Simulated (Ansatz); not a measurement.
# Te2Mo (Pm) in Ansatz: relaxation of cell and atoms with BLYP+D3(BJ)

Aim: the relaxation of cell and atoms of Te2Mo with BLYP+D3(BJ).

All numbers are computed with Ansatz 0.2.0; they aren't measurements. Logs are shortened: lines on timing, memory, paths and dates and some standing lists are left out, and cuts for length are marked.

## Step 1: The crystal as given

It takes space group Pm (No. 6, monoclinic). The conventional cell has a = 6.346 Å, b = 3.494 Å, c = 14.866 Å, α = 90.00°, β = 92.12°, γ = 90.00°. Te (site symmetry m) is surrounded by 3 Mo at 2.82 to 2.84 Å. Around Te (site symmetry m) lie 3 Mo at 2.82 to 2.84 Å. Te (site symmetry m) has 3 Mo at 2.70 to 2.71 Å as nearest neighbours. Around Te (site symmetry m) lie 3 Mo at 2.70 to 2.71 Å. Te (site symmetry m) has 3 Mo at 2.70 to 2.71 Å as nearest neighbours. Te (site symmetry m) is surrounded by 3 Mo at 2.70 to 2.71 Å. Te (site symmetry m) is surrounded by 3 Mo at 2.82 to 2.84 Å. Te (site symmetry m) is surrounded by 3 Mo at 2.82 to 2.84 Å.

The cell is a database's computed one.

## Step 2: Relaxation of cell and atoms, BLYP+D3(BJ)

input.yaml

```yaml
crystal:
  lattice:
    - [6.3464495577, 0.0, 0.0]
    - [0.0, 3.49421554, 0.0]
    - [-0.5490254083, 0.0, 14.8561586148]
  atoms:
    - { symbol: Te, position: [0.06308657, 0.5, 0.40139181] }
    - { symbol: Te, position: [0.93626097, 0.0, 0.59892358] }
    - { symbol: Te, position: [0.56720469, 0.0, 0.36206281] }
    - { symbol: Te, position: [0.43253951, 0.5, 0.63827401] }
    - { symbol: Te, position: [0.09104745, 0.0, 0.13792275] }
    - { symbol: Te, position: [0.90945389, 0.5, 0.86175202] }
    - { symbol: Te, position: [0.58109276, 0.5, 0.09854983] }
    - { symbol: Te, position: [0.41934698, 0.0, 0.90115399] }
    - { symbol: Mo, position: [0.31968622, 0.0, 0.50682682] }
    - { symbol: Mo, position: [0.6797845, 0.5, 0.49352002] }
    - { symbol: Mo, position: [0.1814915, 0.5, 0.00653163] }
    - { symbol: Mo, position: [0.81900395, 0.0, 0.99308972] }
hamiltonian:
  xc: blyp
  pseudopotentials: { kind: paw }
  dispersion: d3bj
kpoints:
  mp_grid: { grid: [4, 8, 2] }
scf:
  occupations: { method: fermi_dirac, width: 0.05 }
output:
  forces: true
  stress: true
  eigenvalues: true
relax:
  f_tol: 0.01
  max_steps: 40
  cell: { stress_tol: 0.05 }
```

Potentials or basis: Ansatz PAW.

The run is started by

```bash
$ ansatz run input.yaml --threads 4 --pin off --max-ram 11264MiB --backend cpu --events-out ev --progress --plain --runs-dir out
```

Standard output:

```text
Warning: RAYON_NUM_THREADS=4 ignored (pool sized by the plan → 4); use --threads N
Engine: ansatz 0.2.0, aarch64-unknown-linux-gnu
Pseudopotentials: kind: paw
Pseudopotential: Te, paw, valence charge 16, recommended cutoff 420 eV (normal), Te.paw.azcp
Pseudopotential: Mo, paw, valence charge 14, recommended cutoff 420 eV (normal), Mo.paw.azcp
Functional definition: BLYP
  parameter beta = 0.0042
  parameter a = 0.04918
  parameter b = 0.132
  parameter c = 0.2533
  parameter d = 0.349
  exchange = b88_x(beta = beta)
  correlation = lyp_c(a = a, b = b, c = c, d = d)
Crystal: 12 atoms, lattice volume = 329.448 Å³
Basis set: ecut = 420 eV, 6429 PW (Γ), exchange–correlation on 90×48×200 points (8 copies of the dense FFT grid, shifted against one another)
Bands: 111, of which v1, the nominal top of the filled ones, is band 92 counted from 1 (91 counted from 0)
Symmetry: 2 space group operations
Space group: Pm (ITA 6), of the structure as read, at distance tolerance 6.9e-5 Å
k-points: 30 of 64 (time reversal used)
Non-local potential: Te, projectors of the file, l = 0: 2, l = 1: 2, l = 2: 2, l = 3: 2
Non-local potential: Mo, projectors of the file, l = 0: 3, l = 1: 2, l = 2: 2, l = 3: 1
PAW form: soft (Blöchl's): semilocal exchange-correlation on the pseudo side does not see the compensation charge
PAW frozen core: Te, regenerated for the run's functional, and the local potential with it (the file was generated under x = pbe(κ = 0.804, μ = 0.2195149727645171), c = pbe(β = 0.06672455060314922))
PAW frozen core: Mo, regenerated for the run's functional, and the local potential with it (the file was generated under x = pbe(κ = 0.804, μ = 0.2195149727645171), c = pbe(β = 0.06672455060314922))
PAW one-centre angular grid: Te, 590 points (default); XC on 64 Gauss nodes
PAW one-centre angular grid: Mo, 590 points (default); XC on 64 Gauss nodes
Initial density: superposition of atomic densities (neutral atoms: chi_scale 0, normalization atom), corrected by the library's trained network
Initial wavefunctions: pseudopotential atomic-orbital guess
Functional: x = b88, c = lyp
SCF iter   1: F=—  HF=-75869.753791 eV  |F-HF|=—  |Δ(HF+E_count)|=         —  Δρ=8.37e-3  dr2=4.41e-1  ethr=1.77e-3  ⟨swp⟩=6.1  Hψ=12187  notcnv=0  defer=35
preconditioner: auto → LDOS  [metal: Δε(μ)=0.011 eV  Ē_g=7.092 eV  σ=0.050 eV  W_gap=0.06  n_scr=92 (ndim 8)  ℏωp=17.4 eV  f_vac=0.086  D(μ)=2.73/eV (n_scr^D=10)  β→1.0]
SCF iter   2: F=—  HF=-75869.855460 eV  |F-HF|=—  |Δ(HF+E_count)|=   1.02e-1  Δρ=9.17e-3  dr2=1.45e0  ethr=2.40e-4  ⟨swp⟩=3.1  Hψ=5665  notcnv=0  defer=232  recentre
SCF iter   3: F=—  HF=-75869.708437 eV  |F-HF|=—  |Δ(HF+E_count)|=   1.47e-1  Δρ=3.90e-3  dr2=1.41e-1  ethr=2.40e-4  ⟨swp⟩=3.0  Hψ=4649  notcnv=0  defer=232
SCF iter   4: F=—  HF=-75869.695115 eV  |F-HF|=—  |Δ(HF+E_count)|=   1.33e-2  Δρ=4.05e-4  dr2=5.81e-4  ethr=7.65e-5  ⟨swp⟩=2.0  Hψ=4120  notcnv=0  defer=232
SCF iter   5: F=—  HF=-75869.695213 eV  |F-HF|=—  |Δ(HF+E_count)|=   9.76e-5  Δρ=1.34e-4  dr2=4.56e-5  ethr=3.16e-7  ⟨swp⟩=2.1  Hψ=5641  notcnv=0  defer=232
SCF iter   6: F=—  HF=-75869.695125 eV  |F-HF|=—  |Δ(HF+E_count)|=   8.85e-5  Δρ=4.36e-5  dr2=5.35e-6  ethr=2.48e-8  ⟨swp⟩=2.0  Hψ=5901  notcnv=0  defer=232
SCF iter   7: F=—  HF=-75869.695129 eV  |F-HF|=—  |Δ(HF+E_count)|=   4.26e-6  Δρ=1.29e-5  dr2=1.05e-6  ethr=2.91e-9  ⟨swp⟩=2.0  Hψ=4188  notcnv=0  defer=232
SCF iter   8: F=-75869.695129 eV  HF=-75869.695129 eV  |F-HF|=2.96e-8  |Δ(HF+E_count)|=   1.34e-7  Δρ=4.20e-6  dr2=8.82e-8  ethr=5.43e-11  ⟨swp⟩=9.7  Hψ=16151  notcnv=0
SCF 1 converged in 8 iterations: F = -75869.695129 eV  dr2 = 8.82e-8
[... 131 lines left out ...]
Entropy (-TS):   -0.034912 eV (-2.909 meV/atom)
Fermi energy:    13.626101 eV
--- Per-component energies (eV) ---
  E_band       = -2132.563565
  E_kinetic    = 3233.236016
  E_local      = -13795.242339  (includes V_loc(G=0)·N_el)
  E_nonlocal   = -1920.425205
  E_hartree    = 7833.113388
  E_xc         = -1706.381417
  E_vxc        = -1718.285348  (∫ρ·V_xc dr)
  E_paw        = -50324.897271  (= ΣΔE_a)
  E_vpaw       = -3598.072294  (= ΣTr[D̂ρ^β])
  E_aug_tail   = -0.001415  (compensation charges beyond the density's cutoff)
  E_ewald      = -19174.469255
  E_disp       = -15.411252  (pairwise vdW)
  E_core_change = 0.133026  (= ΣΔE_core)
  E_smearing   = -0.034912  (= −TS)
  E_closure    = 0.000000  (closes the sum)
  Σ components = -75870.380635   (vs F -75870.380635, Δ=0.00e0)
--- Forces (eV/Å), atoms counted from 1 ---
  atom   1  Te     0.00061258    -0.00000000    -0.00044549
  atom   2  Te    -0.00051114     0.00000000     0.00057433
  atom   3  Te    -0.00116914     0.00000000     0.00006203
  atom   4  Te     0.00083194    -0.00000000    -0.00034055
  atom   5  Te    -0.00025766    -0.00000000    -0.00047054
  atom   6  Te     0.00055078     0.00000000     0.00070410
  atom   7  Te    -0.00044501    -0.00000000     0.00056087
  atom   8  Te     0.00017430     0.00000000    -0.00061505
  atom   9  Mo    -0.00013428    -0.00000000    -0.00049476
  atom  10  Mo     0.00024635     0.00000000     0.00058413
  atom  11  Mo    -0.00003114     0.00000000    -0.00014045
  atom  12  Mo     0.00013247    -0.00000000     0.00002139
  max |Σ_I F_I| component: 5.63e-8 eV/Å
--- Stress (GPa, compression-positive) ---
       -0.003757      -0.000000      -0.000403
       -0.000000       0.001060      -0.000000
       -0.000403      -0.000000      -0.001149
  P = ⅓ Tr σ = -0.0013 GPa (-0.013 kbar)
--- Band table (eV; the first three rows and the last of 30) ---
  k-point 0: bands = ["-47.5748", "-47.5477", "-47.5189", "-47.4935", "-23.4283", "-23.4225", "-23.4211", "-23.4202", "-23.3928", "-23.3924", "-23.3892", "-23.3873", "-23.3843", "-23.3829", "-23.3812", "-23.3753", "-23.3719", "-23.3694", "-23.3565", "-23.3521", "-23.3516", "-23.3477", "-23.3432", "-23.3391", "-23.3341", "-23.3333", "-23.3330", "-23.3316", "-23.3150", "-23.3050", "-23.2984", "-23.2944", "-23.2879", "-23.2874", "-23.2850", "-23.2780", "-23.2713", "-23.2674", "-23.2607", "-23.2509", "-23.2327", "-23.2246", "-23.2184", "-23.2141", "-21.8116", "-21.7822", "-21.7316", "-21.7039", "-21.6982", "-21.6719", "-21.5725", "-21.5497", "-21.5426", "-21.5133", "-21.4106", "-21.3830", "0.2482", "0.8167", "1.0588", "1.9000", "2.0499", "2.2692", "2.4347", "2.6880", "7.6577", "7.6758", "8.1657", "8.4336", "9.1097", "9.2378", "9.3847", "9.5740", "10.0095", "10.8055", "10.9457", "10.9923", "11.0178", "11.0478", "11.4536", "11.6410", "11.7875", "11.8763", "12.2028", "12.3969", "12.5559", "12.6502", "12.8355", "13.1389", "13.2244", "13.3109", "13.5545", "14.0294", "14.0696", "14.1681", "14.3331", "14.3856", "14.5802", "15.2669", "15.3250", "15.5337", "15.6065", "16.1146", "16.2735", "16.3918", "16.5307", "16.7055", "16.8108", "17.0673", "18.1679", "18.2586", "18.7295"]
  k-point 1: bands = ["-47.5748", "-47.5477", "-47.5189", "-47.4935", "-23.4283", "-23.4225", "-23.4211", "-23.4202", "-23.3928", "-23.3919", "-23.3892", "-23.3883", "-23.3839", "-23.3829", "-23.3813", "-23.3753", "-23.3719", "-23.3694", "-23.3565", "-23.3522", "-23.3516", "-23.3476", "-23.3432", "-23.3391", "-23.3341", "-23.3332", "-23.3330", "-23.3316", "-23.3150", "-23.3050", "-23.2984", "-23.2944", "-23.2879", "-23.2874", "-23.2850", "-23.2779", "-23.2713", "-23.2674", "-23.2607", "-23.2509", "-23.2327", "-23.2246", "-23.2184", "-23.2141", "-21.8116", "-21.7822", "-21.7316", "-21.7039", "-21.6982", "-21.6719", "-21.5725", "-21.5497", "-21.5426", "-21.5133", "-21.4106", "-21.3830", "0.4070", "0.4429", "1.5923", "1.6241", "2.0646", "2.0647", "2.6261", "2.6351", "7.7993", "7.8820", "8.1829", "8.2377", "8.6852", "8.9545", "9.4090", "9.8413", "10.6209", "10.8584", "10.8742", "10.9023", "10.9657", "11.0015", "11.4332", "11.4599", "11.7918", "11.9351", "12.1790", "12.3003", "12.6865", "12.7740", "12.7933", "12.8776", "13.3202", "13.3488", "13.7632", "13.8705", "14.0412", "14.1521", "14.2460", "14.3208", "14.9911", "15.2858", "15.3821", "15.4001", "15.6118", "15.6477", "16.5192", "16.5238", "16.6532", "16.6600", "16.7381", "16.7433", "18.3635", "18.5400", "18.8381"]
  k-point 2: bands = ["-47.5720", "-47.5450", "-47.5204", "-47.4949", "-23.4276", "-23.4243", "-23.4188", "-23.4179", "-23.3935", "-23.3911", "-23.3903", "-23.3867", "-23.3847", "-23.3812", "-23.3805", "-23.3754", "-23.3723", "-23.3700", "-23.3572", "-23.3534", "-23.3508", "-23.3449", "-23.3404", "-23.3394", "-23.3352", "-23.3348", "-23.3338", "-23.3316", "-23.3154", "-23.3063", "-23.2959", "-23.2917", "-23.2889", "-23.2888", "-23.2849", "-23.2780", "-23.2711", "-23.2672", "-23.2612", "-23.2523", "-23.2325", "-23.2247", "-23.2181", "-23.2139", "-21.8088", "-21.7792", "-21.7498", "-21.7218", "-21.6894", "-21.6631", "-21.5890", "-21.5658", "-21.5328", "-21.5040", "-21.4115", "-21.3841", "0.4139", "0.9773", "1.1751", "1.9944", "2.1345", "2.3658", "2.4893", "2.7692", "7.8296", "7.8547", "8.3164", "8.5505", "9.1220", "9.3346", "9.4873", "9.5442", "9.9048", "10.6029", "10.6460", "10.6993", "10.8838", "11.1215", "11.3769", "11.4552", "11.6358", "11.7302", "11.8219", "12.2779", "12.3412", "12.5303", "12.5516", "12.5658", "12.9399", "13.2311", "13.2752", "13.5456", "13.5488", "14.0576", "14.5690", "14.6947", "14.7757", "15.2299", "15.2613", "15.4060", "15.5646", "15.6195", "15.8380", "16.0716", "16.2153", "16.6341", "16.7700", "16.7819", "18.4885", "18.5043", "19.4283"]
  k-point 29: bands = ["-47.5424", "-47.5424", "-47.5162", "-47.5162", "-23.4340", "-23.4340", "-23.4016", "-23.4016", "-23.3980", "-23.3980", "-23.3946", "-23.3946", "-23.3811", "-23.3811", "-23.3729", "-23.3729", "-23.3655", "-23.3655", "-23.3613", "-23.3613", "-23.3449", "-23.3449", "-23.3414", "-23.3414", "-23.3343", "-23.3343", "-23.3253", "-23.3253", "-23.3153", "-23.3153", "-23.2960", "-23.2960", "-23.2808", "-23.2808", "-23.2763", "-23.2763", "-23.2682", "-23.2682", "-23.2619", "-23.2618", "-23.2278", "-23.2278", "-23.2150", "-23.2150", "-21.8419", "-21.8419", "-21.8126", "-21.8126", "-21.6292", "-21.6292", "-21.6041", "-21.6041", "-21.4614", "-21.4614", "-21.4340", "-21.4340", "2.3096", "2.3097", "2.4680", "2.4681", "2.6480", "2.6480", "2.7456", "2.7456", "7.6816", "7.6816", "7.7893", "7.7894", "8.6168", "8.6169", "8.7943", "8.7943", "9.9024", "9.9026", "10.1504", "10.1505", "10.8384", "10.8384", "10.9760", "10.9760", "11.3233", "11.3233", "11.3641", "11.3641", "11.6661", "11.6661", "11.7973", "11.7974", "12.5007", "12.5007", "12.6017", "12.6018", "14.4574", "14.4575", "14.4710", "14.4710", "15.1497", "15.1498", "15.3237", "15.3237", "15.6028", "15.6028", "15.8386", "15.8388", "16.6443", "16.6443", "16.8883", "16.8885", "18.1573", "18.1573", "18.4102"]
--- Relaxed structure (9 steps of the walk, 9 accepted, 2 SCFs on fresh bases) ---
  F+E_penalty+E_count = -75870.38063548 eV   max|allowed force component| = 1.169e-3 eV/Å   (the final SCF, on the basis selected at the relaxed cell)
  cell:  # Å, volume = 293.4954 Å³
    - [6.341392116116358, 2.0156930176447078e-17, -0.09077874323158015]
    - [1.1097962415187246e-17, 3.5254403770251974, 9.008779238515889e-17]
    - [-0.7610883471344008, 3.8127741529785423e-16, 13.139037789339799]
  atoms:
    - { symbol: Te, position: [0.05538209392319069, 0.5000000000000001, 0.390607960664442] }
    - { symbol: Te, position: [0.9446567438109111, -9.883685080425357e-18, 0.6093929810598286] }
    - { symbol: Te, position: [0.5603787311718025, 1.7381900526956282e-17, 0.3436508425690305] }
    - { symbol: Te, position: [0.43966343172408895, 0.5, 0.6563514131802457] }
    - { symbol: Te, position: [0.09885287195620092, -1.797645451109344e-17, 0.15696450521366404] }
    - { symbol: Te, position: [0.9011054433697654, 0.5, 0.8430327603381826] }
    - { symbol: Te, position: [0.5907941776483856, 0.5000000000000001, 0.10888814293232135] }
    - { symbol: Te, position: [0.4091686250240588, 9.481190336579342e-18, 0.8911109358809638] }
    - { symbol: Mo, position: [0.31984127432944376, 4.776306234017543e-19, 0.5063208845605198] }
    - { symbol: Mo, position: [0.6801969665451943, 0.5000000000000001, 0.4936803201436089] }
    - { symbol: Mo, position: [0.1827770459280585, 0.5000000000000001, 0.008045396629701983] }
    - { symbol: Mo, position: [0.8171815845689, 1.0732702233167119e-18, 0.9919528468274896] }
```

Run time: 4.9 min. Hardware: 4 threads of Arm Neoverse V2, shared host; peak memory 1.5 GiB.

Results:

```
Free energy                            : -75870.3806 eV
Relaxed volume                         : 24.46 Å³/atom
Relaxed cell                           : a = 6.342 Å, b = 3.525 Å, c = 13.161 Å, α = 90.00°, β = 94.14°, γ = 90.00°
Space group after relaxing (to 0.05 Å) : P2_1/m (No. 11)
Energy gained by relaxing              : 57.1 meV/atom
Ionic steps                            : 11
Pressure after relaxing                : 0.0 GPa
Band gap on the k mesh                 : none (metal or under the smearing width)
```

Step by step:
| step | energy change (eV) | largest force (eV/Å) | volume (Å³) |
| --- | --- | --- | --- |
| 1 | 0.0000 | 0.6214 | 329.45 |
| 2 | -0.3584 | 0.5537 | 303.19 |
| 3 | -0.5766 | 0.3016 | 298.14 |
| 4 | -0.6303 | 0.6014 | 293.98 |
| 5 | -0.6867 | 0.0807 | 292.56 |
| 6 | -0.6888 | 0.0244 | 294.62 |
| 7 | -0.6901 | 0.0077 | 293.75 |
| 8 | -0.6853 | 0.0078 | 293.75 |
| 9 | -0.6855 | 0.0140 | 293.37 |
| 10 | -0.6856 | 0.0012 | 293.50 |
| 11 | -0.6855 | 0.0012 | 293.50 |

Final structure:
```xyz
12
Lattice="6.3414 0.0000 -0.0908 0.0000 3.5254 0.0000 -0.7611 0.0000 13.1390" Properties=species:S:1:pos:R:3 pbc="T T T"
Te    0.0539    1.7627    5.1272
Te    5.5266    0.0000    7.9211
Te    3.2920    0.0000    4.4644
Te    2.2885    1.7627    8.5839
Te    0.5074    0.0000    2.0534
Te    5.0726    1.7627   10.9948
Te    3.6636    1.7627    1.3771
Te    1.9165    0.0000   11.6712
Mo    1.6429    0.0000    6.6235
Mo    3.9377    1.7627    6.4247
Mo    1.1529    1.7627    0.0891
Mo    4.4271    0.0000   12.9591
```

Levels at points of the mesh, in eV from the Fermi level:
```csv
k point,band 90,band 91,band 92,band 93,band 94,band 95
"(0.00, 0.00, 0.00)",-0.32,-0.07,0.40,0.44,0.54,0.71
"(0.00, 0.00, -0.50)",-0.28,0.14,0.24,0.42,0.53,0.62
"(0.00, -0.50, 0.00)",-1.59,-1.37,-1.37,0.88,0.88,0.97
"(0.00, -0.50, -0.50)",-1.58,-1.44,-1.44,0.84,0.84,0.97
"(-0.50, 0.00, 0.00)",-1.03,-0.49,-0.44,-0.04,0.00,0.52
"(-0.50, 0.00, -0.50)",-1.04,-0.60,-0.27,0.05,0.06,0.43
"(-0.50, -0.50, 0.00)",-1.13,-1.03,-1.03,0.81,0.81,0.88
"(-0.50, -0.50, -0.50)",-1.13,-1.02,-1.02,0.83,0.83,0.84
```

Caveat: the plane-wave basis is chosen anew once the cell has moved, so the energies of steps on either side of that aren't comparable; the PAW data sets come from PBE, with cores solved anew for the run's functional, which leaves a small shift of forces and pressure.
